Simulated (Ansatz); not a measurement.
Theory: DFT PBE, scalar-relativistic, plane waves, PAW (Ansatz 0.2.0). All cells share a 420 eV cutoff and Γ-centred k meshes spaced at most about 0.3 Å⁻¹ (about 0.25 or finer for metals, 2π included). No spin polarisation.

Temperature and zero-point effects are left out.

Task: Which of these relaxed structures of MgSn₄N is the lowest in energy?
A.

```
Mg Sn N
1.0
     5.20530    0.00000    0.00000
    -2.60265    4.50792    0.00000
     0.00000    0.00000    5.94327
Mg Sn N
1 4 1
Direct
  0.00000 0.00000 0.50000
  0.33333 0.66667 0.75873
  0.33333 0.66667 0.24127
  0.66667 0.33333 0.75873
  0.66667 0.33333 0.24127
  0.00000 0.00000 0.00000
```

B.

```
Mg Sn N
1.0
     4.57841    0.00000    0.00000
     0.00000    4.57841    0.00000
     0.00000    0.00000    6.94633
Mg Sn N
1 4 1
Direct
  0.00000 0.00000 0.00000
  0.50000 0.00000 0.70980
  0.00000 0.50000 0.29020
  0.50000 0.00000 0.29020
  0.00000 0.50000 0.70980
  0.50000 0.50000 0.50000
```

C.

```
Mg Sn N
1.0
     5.56618    0.00000    0.00000
     0.00000    5.56618    0.00000
     0.00000    0.00000    5.56618
Mg Sn N
1 4 1
Direct
  0.50000 0.50000 0.50000
  0.22206 0.22206 0.22206
  0.22206 0.77794 0.77794
  0.77794 0.77794 0.22206
  0.77794 0.22206 0.77794
  0.00000 0.00000 0.00000
```

Result: B. The next of these, C, lies 51 meV/atom higher. Forms: B P4/mmm; C P-43m; A P6/mmm. Counting Mg or Sn atoms around N (for each partner element, those within 1.25 times its shortest distance or 1.15 times the sum of covalent radii, where it is the nearest in units of that sum or under 1.3; the shortest distance is added where it exceeds 1.18 times the sum of covalent radii): B has N 8 from 2.7 Å; C has N 4; A has N 2 from 3.0 Å. All come from invented guesses. Even the lowest of the cells shown lies +0.50 eV/atom against the elements.

Cells relaxed within their symmetry can be saddle points. Some structure types and database cells were kept out of the candidates from the start, so a known form may be missing.
